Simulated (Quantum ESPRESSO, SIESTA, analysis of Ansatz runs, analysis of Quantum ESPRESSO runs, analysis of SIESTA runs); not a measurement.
# SiC (F-43m):N_Si, a ladder of methods on one cell (SIESTA and Quantum ESPRESSO), part 3 of 3

Question: at which Fermi levels does N_Si in SiC (F-43m) change its charge, and how much of the answer depends on the basis and the program? The model is a cell of 54 host atoms with 1 Si taken out and 1 N put in.

SIESTA and Quantum ESPRESSO ; SIESTA numerical-orbital DFT, PBEsol, DZP basis, PseudoDojo 0.4.1 potentials converted to PSML; charged supercells in a uniform background, point-charge correction with alignment at far sites.

So far. Step 2 (Band edges): The gap at this level is 1.23 eV.

## (3) Relaxing each charge state (continued)

Level of this step: SIESTA numerical-orbital DFT, PBEsol, DZP basis, PseudoDojo 0.4.1 potentials converted to PSML; relaxation of all atoms of a defect supercell (SIESTA).

Valence density in the ac plane at fractional y = 0.667, through the centre, with atoms of Si and N within 0.45 Å of it. It is the smooth field of the valence electrons, not physical close to the nuclei.

Ten steps, logarithmic in the rise over the least value, from '_' (0.1 e/Å³) to '@' (2.9 e/Å³), each cell a mean:
```
::--============--::==============::--==============
++++++==--::--==++++++==--::::--==++++++==--::::--==
++****++--....--++****++==::..::--++****++==::..::--
++**##**++--..::==**##**++--::::--++**##**++--::::--
++**####**++====++**####**++==--==++**####**++==--==
++**######****####**######**++++==++**######**++++==
==****##****##@@@@%%######****++====************++--
..==++**++++##@@@@@@%%**++++**++--__==++++++++++++::
::--======--++##@@@@@@**======++==::--======--======
++++++==--..::==##%%%%**==::::--==++++++==--::::--==
++****++--....::==******==::..::==++****++==::..::==
++**##**++--::--==++****++==--::--++**##**++==::::==
++**####**++====++**######**++====++**####**++======
++**######**++==++**########**++==++**######**++++==
++************==--++**********++====++**********++--
..==++++++++++==__::++++++++++++--__==++++++++++++::
::--============----======----====----==============
++++++==--::::==++++++++--::::--==++++++==--::::--==
++****++--....--==****++==::..::--++****++==::..::==
++******++--::--==++****++==--::--++******++--::::==
++**####**++======++######**======++**####**++======
++**######**++==++****####****++==++**######**++++==
++************====++**********++====************++--
__==++++++++++==__--++++++++++++--__==++++++++++++::
```
Columns run along a (9.3 Å), rows up along c (9.3 Å). Atoms in or near the plane, at fractional coordinates: Si at (0.00, 0.00), Si at (0.00, 0.33), Si at (0.00, 0.67), Si at (0.33, 0.00), Si at (0.33, 0.34), N at (0.33, 0.67), Si at (0.67, 0.00), Si at (0.67, 0.34), Si at (0.67, 0.66).

The states that were run, at 2×2×2 shifted by half a step, on 1 MPI rank of Arm Neoverse V2, shared host:

```
charge  moment (μB)    outcome  structures computed  largest displacement of a host atom from its site (Å)  lowest empty less highest filled level (eV)    time
    +1            0  converged                    7                                                   0.20                                         1.42  22 min
     0            1  converged                    9                                                   0.20                                        -0.28  57 min
```

At charge 0 filled and empty levels, counted over both spins and all k-points, touch or overlap: the last carrier shares a level or a band, or the held moment keeps an electron of one spin above an empty level of the other.

Against the host's sites the lattice moves most at charge +1 (0.20 Å); the smallest move among the states is 0.20 Å.

## (4) Corrections and levels

A charged cell interacts with its images and the background. The point-charge term, screened by the static dielectric constant, takes that out, and the potential far from the defect is aligned with the host's. Chemical potentials: C (diamond), N (N2 molecule) and Si (diamond), run alike.

By state, in eV; the first energy still holds the atoms taken out or put in:

```
charge  moment (μB)  energy over the host, electrons at the valence top  point-charge term  potential shift at far sites  its spread  correction
     0            1                                            -160.006              0.000                             -           -       0.000
    +1            0                                            -161.653              0.241                         0.120       0.060       0.361
```

Potentials at atomic sites for charge +1, some of the atoms; distances and the model charge refer to the site on which the defect was built:

```
atom  distance from that site (Å)  potential less the host's (eV)  point-charge model (eV)
 C36                        1.687                           0.381                   -0.351
Si21                        3.067                           0.095                   -0.017
Si33                        3.072                           0.096                   -0.017
Si29                        3.076                           0.096                   -0.017
 C48                        3.635                           0.043                    0.036
  C8                        3.639                           0.045                    0.036
Si43                        4.381                           0.188                    0.081
 C20                        4.767                           0.272                    0.067
Si27                        5.354                           0.153                    0.081
Si37                        5.357                           0.183                    0.081
 C10                        5.682                           0.136                    0.084
```

Over the charge states the far sites scatter by a standard deviation of up to 0.06 eV about the model once its mean shift is taken off, which is the uncertainty of the alignment.

Limit set by the element alone; other compounds of these elements are not counted. Chemical potentials from the elements' reference states: C 0.00 eV, Si -0.50 eV, N 0.00 eV. Formation energies (C-rich), with the Fermi level at the valence top and at the conduction bottom (gap 1.23 eV):

```
charge  at valence top (eV)  at conduction bottom (eV)  correction included (eV)
    +1                 3.75                       4.98                      0.36
     0                 5.03                       5.03                      0.00
```

| Fermi level (eV) | lowest formation energy (eV) |
| --- | --- |
| 0.00 | 3.75 |
| 0.11 | 3.86 |
| 0.22 | 3.97 |
| 0.34 | 4.09 |
| 0.45 | 4.20 |
| 0.56 | 4.31 |
| 0.67 | 4.42 |
| 0.79 | 4.53 |
| 0.90 | 4.65 |
| 1.01 | 4.76 |
| 1.12 | 4.87 |
| 1.23 | 4.98 |

Limit set by the element alone; other compounds of these elements are not counted. Chemical potentials from the elements' reference states: Si 0.00 eV, C -0.50 eV, N 0.00 eV. Formation energy by charge state (Si-rich; gap 1.23 eV):

```
charge  at valence top (eV)  at conduction bottom (eV)  correction included (eV)
    +1                 4.25                       5.48                      0.36
     0                 5.53                       5.53                      0.00
```

```csv
Fermi level (eV),lowest formation energy (eV)
0.00,4.25
0.11,4.36
0.22,4.47
0.34,4.59
0.45,4.70
0.56,4.81
0.67,4.92
0.79,5.03
0.90,5.15
1.01,5.26
1.12,5.37
1.23,5.48
```

So at this level: (+1/0) at 1.29 eV (1.65 without the correction), in a gap of 1.23 eV. (+1/0) lies outside the gap, so the charge beyond is not the lowest at any Fermi level in the gap, within the error of the correction.

## (5) Quantum ESPRESSO, plane waves, PBEsol, 2×2×2

The same functional and the same PseudoDojo potentials in plane waves, on the same structures: what changes is the basis alone.

The input, pw.in:

```
&CONTROL
  calculation = 'scf'
  prefix = 'pwscf'
  outdir = './tmp'
  pseudo_dir = './pseudo'
  tprnfor = .true.
  disk_io = 'low'
/
&SYSTEM
  ibrav = 0
  nat = 54
  ntyp = 3
  ecutwfc = 84
  nbnd = 112
  occupations = 'smearing'
  smearing = 'fd'
  degauss = 0.00073499
  tot_charge = 1
  nosym = .true.
/
&ELECTRONS
  conv_thr = 5d-08
  electron_maxstep = 100
  mixing_beta = 0.5
/
ATOMIC_SPECIES
Si    28.0850 Si.upf
C     12.0110 C.upf
N     14.0070 N.upf
CELL_PARAMETERS angstrom
   0.0000030000    6.5644080000    6.5644080000
   6.5644080000    0.0000030000    6.5644080000
   6.5644080000    6.5644080000    0.0000030000
ATOMIC_POSITIONS crystal
Si    -0.0001768630   -0.0001992565    0.0004883915
C      0.0833708654    0.0832841858    0.0830693910
[... 15 atom lines left out ...]
C      0.1101788527    0.7406481793    0.7415037024
[... 4 atom lines left out ...]
Si     0.3309080577   -0.0009428869    0.6643824548
[... 6 atom lines left out ...]
C      0.4074249856    0.4429503683    0.7413167854
[... 3 atom lines left out ...]
C      0.4081651135    0.7406357639    0.4434618388
N      0.3334053125    0.6660747623    0.6670311323
C      0.4077470336    0.7402262149    0.7413004935
[... 17 atom lines left out ...]
C      0.7500356278    0.7498171769    0.7500836138
K_POINTS automatic
2 2 2 1 1 1
```

The input, pp_potential.in:

```
&INPUTPP
  prefix = 'pwscf'
  outdir = './tmp'
  filplot = 'potential.dat'
  plot_num = 11
/
&PLOT
  nfile = 1
  filepp(1) = 'potential.dat'
  iflag = 3
  output_format = 6
  fileout = 'potential.cube'
/
```

Run with:

```console
$ OMP_NUM_THREADS=1 pw.x -in pw.in > pw.out
$ OMP_NUM_THREADS=1 pp.x -in pp_potential.in > pp_potential.out
```

Output:

```text
This program is part of the open-source Quantum ESPRESSO suite
     for quantum simulation of materials; please cite
         "P. Giannozzi et al., J. Phys.:Condens. Matter 21 395502 (2009);
         "P. Giannozzi et al., J. Phys.:Condens. Matter 29 465901 (2017);
         "P. Giannozzi et al., J. Chem. Phys. 152 154105 (2020);
          URL
     in publications or presentations arising from this work. More details at

     Subspace diagonalization in iterative solution of the eigenvalue problem:
     a serial algorithm will be used

     G-vector sticks info
     --------------------
     sticks:   dense  smooth     PW     G-vecs:    dense   smooth      PW
     Sum        7147    7147   1879               397133   397133   53089

     Using Slab Decomposition

     bravais-lattice index     =            0
     lattice parameter (alat)  =      17.5432  a.u.
     unit-cell volume          =    3817.7985 (a.u.)^3
     number of atoms/cell      =           54
     number of atomic types    =            3
     number of electrons       =       216.00
     number of Kohn-Sham states=          112
     kinetic-energy cutoff     =      84.0000  Ry
     charge density cutoff     =     336.0000  Ry
     scf convergence threshold =      5.0E-08
     mixing beta               =       0.5000
     number of iterations used =            8  plain     mixing
     Exchange-correlation= PBESOL
                           (   1   4  10   8   0   0   0)

     celldm(1)=  17.543225  celldm(2)=   0.000000  celldm(3)=   0.000000
     celldm(4)=   0.000000  celldm(5)=   0.000000  celldm(6)=   0.000000

     crystal axes: (cart. coord. in units of alat)
               a(1) = (   0.000000   0.707107   0.707107 )
               a(2) = (   0.707107   0.000000   0.707107 )
               a(3) = (   0.707107   0.707107   0.000000 )

     reciprocal axes: (cart. coord. in units 2 pi/alat)
               b(1) = ( -0.707107  0.707107  0.707107 )
               b(2) = (  0.707107 -0.707107  0.707107 )
               b(3) = (  0.707107  0.707107 -0.707107 )

     PseudoPot. # 1 for Si read from file:
     Si.upf
     Pseudo is Norm-conserving + core correction, Zval =  4.0
     Generated using ONCVPSP code by D. R. Hamann
     Using radial grid of 1510 points,  6 beta functions with:
                l(1) =   0
                l(2) =   0
                l(3) =   1
                l(4) =   1
                l(5) =   2
                l(6) =   2

     PseudoPot. # 2 for C  read from file:
     C.upf
     Pseudo is Norm-conserving + core correction, Zval =  4.0
     Generated using ONCVPSP code by D. R. Hamann
     Using radial grid of 1248 points,  4 beta functions with:
[...]
PseudoPot. # 3 for N  read from file:
     N.upf
     Pseudo is Norm-conserving + core correction, Zval =  5.0
     Generated using ONCVPSP code by D. R. Hamann
     Using radial grid of 1058 points,  4 beta functions with:
[...]
l(2) =   0
                l(3) =   1
                l(4) =   1

     atomic species   valence    mass     pseudopotential
     Si                4.00    28.08500     Si( 1.00)
     C                 4.00    12.01100     C ( 1.00)
     N                 5.00    14.00700     N ( 1.00)

     No symmetry found

   Cartesian axes

     site n.     atom                  positions (alat units)
         1        Si     tau(   1) = (   0.0002044   0.0002203  -0.0002660  )
         2        C      tau(   2) = (   0.1176298   0.1176911   0.1178429  )
         3        Si     tau(   3) = (   0.2354331   0.2350723   0.0000501  )
         4        C      tau(   4) = (   0.3535499   0.3529200   0.1177149  )
         5        Si     tau(   5) = (   0.4693597   0.4733205   0.0030812  )
         6        C      tau(   6) = (   0.5897202   0.5892293   0.1176692  )
         7        Si     tau(   7) = (   0.2353709  -0.0005330   0.2348493  )
[...]
total energy              =    -566.26357676 Ry
     estimated scf accuracy    <       0.62192957 Ry

     iteration #  3     ecut=    84.00 Ry     beta= 0.50
     Davidson diagonalization with overlap
     ethr =  2.88E-04,  avg # of iterations =  6.8

     total energy              =    -566.32493924 Ry
     estimated scf accuracy    <       0.23364232 Ry

     iteration #  4     ecut=    84.00 Ry     beta= 0.50
     Davidson diagonalization with overlap
     ethr =  1.08E-04,  avg # of iterations =  5.2

     total energy              =    -566.34991378 Ry
     estimated scf accuracy    <       0.04450435 Ry

     iteration #  5     ecut=    84.00 Ry     beta= 0.50
     Davidson diagonalization with overlap
     ethr =  2.06E-05,  avg # of iterations =  3.8

     total energy              =    -566.35699211 Ry
     estimated scf accuracy    <       0.01673214 Ry

     iteration #  6     ecut=    84.00 Ry     beta= 0.50
     Davidson diagonalization with overlap
     ethr =  7.75E-06,  avg # of iterations =  5.5

     total energy              =    -566.35577078 Ry
     estimated scf accuracy    <       0.00422848 Ry

[...]
total energy              =    -566.35718493 Ry
[...]
total energy              =    -566.35720153 Ry
[...]
total energy              =    -566.35721442 Ry
[...]
iteration # 10     ecut=    84.00 Ry     beta= 0.50
     Davidson diagonalization with overlap
     ethr =  1.16E-08,  avg # of iterations =  3.0

     total energy              =    -566.35722551 Ry
     estimated scf accuracy    <       0.00000134 Ry

     iteration # 11     ecut=    84.00 Ry     beta= 0.50
     Davidson diagonalization with overlap
     ethr =  6.21E-10,  avg # of iterations =  5.0

     total energy              =    -566.35722542 Ry
     estimated scf accuracy    <       0.00000115 Ry

     iteration # 12     ecut=    84.00 Ry     beta= 0.50
     Davidson diagonalization with overlap
     ethr =  5.30E-10,  avg # of iterations =  2.0

     End of self-consistent calculation

          k = 0.1768 0.1768 0.1768 ( 49671 PWs)   bands (ev):

    -8.7498  -5.7984  -4.8422  -4.2910  -4.2909  -4.1029  -3.9265  -3.9259
    -3.7994  -3.6527  -3.6521  -3.2678  -2.8791  -2.6654  -2.6648  -2.5565
    -2.2872  -2.2863  -1.8222  -1.7010  -1.6988  -1.5716  -1.4786  -1.4774
    -1.4693  -1.3155  -1.3146  -0.2825   1.2552   1.5210   1.5214   1.7339
     1.9271   1.9280   1.9948   1.9959   2.0702   2.1196   2.1207   2.1791
     2.4513   2.4520   2.4795   2.9333   3.0614   3.0926   3.0937   3.3763
[...]
k =-0.1768-0.1768 0.5303 ( 49622 PWs)   bands (ev):

[...]
k =-0.1768 0.5303-0.1768 ( 49622 PWs)   bands (ev):

[...]
k =-0.5303 0.1768 0.1768 ( 49622 PWs)   bands (ev):

[...]
7.1819   7.1852   7.3332   7.3405   7.3740   7.5058   7.6336   7.6504
     7.6934   7.7139   7.7611   7.7916   7.9104   7.9439   8.3105   8.3546
     8.4265   8.5033   8.7237   8.9323  10.8385  11.1455  12.0567  12.1040

     the Fermi energy is     9.5736 ev

!    total energy              =    -566.35722566 Ry
     estimated scf accuracy    <       0.00000002 Ry
     smearing contrib. (-TS)   =       0.00000000 Ry
     internal energy E=F+TS    =    -566.35722566 Ry

     The total energy is F=E-TS. E is the sum of the following terms:
     one-electron contribution =     134.78112743 Ry
     hartree contribution      =      67.81258297 Ry
     xc contribution           =    -203.18027906 Ry
     ewald contribution        =    -565.77065699 Ry

     convergence has been achieved in  12 iterations

     Forces acting on atoms (cartesian axes, Ry/au):

     atom    1 type  1   force =     0.00075945   -0.00045290   -0.00017480
     atom    2 type  2   force =    -0.00011679    0.00037207   -0.00063025
     atom    3 type  1   force =    -0.00001878   -0.00031455   -0.00078303
     atom    4 type  2   force =    -0.00013435    0.00066021    0.00009870
     atom    5 type  1   force =     0.00009321   -0.00014844    0.00139821
     atom    6 type  2   force =    -0.00066427   -0.00010353   -0.00007591
[...]
atom   52 type  2   force =    -0.00014230   -0.00054196   -0.00059900
     atom   53 type  1   force =    -0.00124381   -0.00024039    0.00024602
     atom   54 type  2   force =     0.00102252   -0.00010081   -0.00045553

     Total force =     0.009245     Total SCF correction =     0.000219

=------------------------------------------------------------------------------=
   JOB DONE.
=------------------------------------------------------------------------------=
```

The job ended after 20 min (1 MPI rank of Arm Neoverse V2, shared host; peak memory 1.6 GiB).

On the kept structures the largest force at this level is 0.11 eV/Å, so they are close to rest here too.

At charge 0 filled and empty levels, counted over both spins and all k-points, touch or overlap: the last carrier shares a level or a band, or the held moment keeps an electron of one spin above an empty level of the other.

By state, in eV; the first energy still holds the atoms taken out or put in:

```
charge  moment (μB)  energy over the host, electrons at the valence top  point-charge term  potential shift at far sites  its spread  correction
     0            1                                            -159.753              0.000                             -           -       0.000
    +1            0                                            -161.171              0.241                        -0.102       0.061       0.140
```

Against the first level the gap goes from 1.23 to 1.25 eV, and the level that moves most, (+1/0), from 1.29 to 1.28 eV.

## (6) Side by side

Gap and levels in eV, each above its own valence top, and the processor time of the defect runs (shared machines):

```
                             level of method   gap  (+1/0)           runs  core time
                  SIESTA, PBEsol, DZP, 2×2×2  1.23    1.29    relaxations     79 min
Quantum ESPRESSO, plane waves, PBEsol, 2×2×2  1.25    1.28  single points     74 min
```

Values below zero or above the gap of their row lie outside the gap.

## (7) Summary of results

* gap of the host (SIESTA, PBEsol): 1.23 eV
* largest difference in a level, orbitals against plane waves: 0.01 eV
* difference in the gap, orbitals less plane waves: -0.02 eV
* level (plus 1/0), SIESTA, PBEsol, DZP, 2×2×2: 1.29 eV above the valence top, near a band edge before or after the correction

At the level trusted most (SIESTA, PBEsol, DZP, 2×2×2) no transition falls inside the gap of 1.23 eV: charge +1 is lowest across it. Orbitals and plane waves agree on the levels within 0.01 eV ((+1/0) differs most) and on the gap within 0.02 eV, so the orbital basis serves for these levels. Of the charges placed (0 and +1), +1 is the lowest from 0.02 eV above the valence top to 0.02 eV below the conduction bottom, a gap of 1.23 eV. (+1/0) reaches a band edge before or after the correction; the carrier may then sit in a band, where the point-charge correction doesn't apply and the value depends on how these k-points fill the band, which is not corrected here. Only the charges 0 and +1 were placed; others may be stable too. Compounds of N with the host's elements are not counted; they lower the chemical potential of the dopant and raise these formation energies. Limits: PBEsol makes the gap too small and tends to spread out bound carriers; where a gas molecule sets a chemical potential or the host's formation energy, its binding is uncorrected.

[Logs are printed without paths, hosts, clocks, repeated set-up lines and the standing remarks that a program may print on its own settings, such as how far it seeks lower states.]

[Hosts, paths, dates, database ids (printed as entryN), source tags and the programs' standing remarks are cut or masked in the printed files.]

[For some hosts the program warned that the k-mesh of the response run may be too coarse for force constants and the static dielectric constant; such warnings are not shown here.]

[Charge tables in the logs are Mulliken or Hirshfeld populations, whose sizes and signs can differ; where basis functions stand at a vacancy, SIESTA counts their charge against the missing atom's valence.]

[In relaxation paths of CP2K, step 0 can be the structure after the first move, since the trajectory file begins there, and the last row can be the final structure solved once more.]
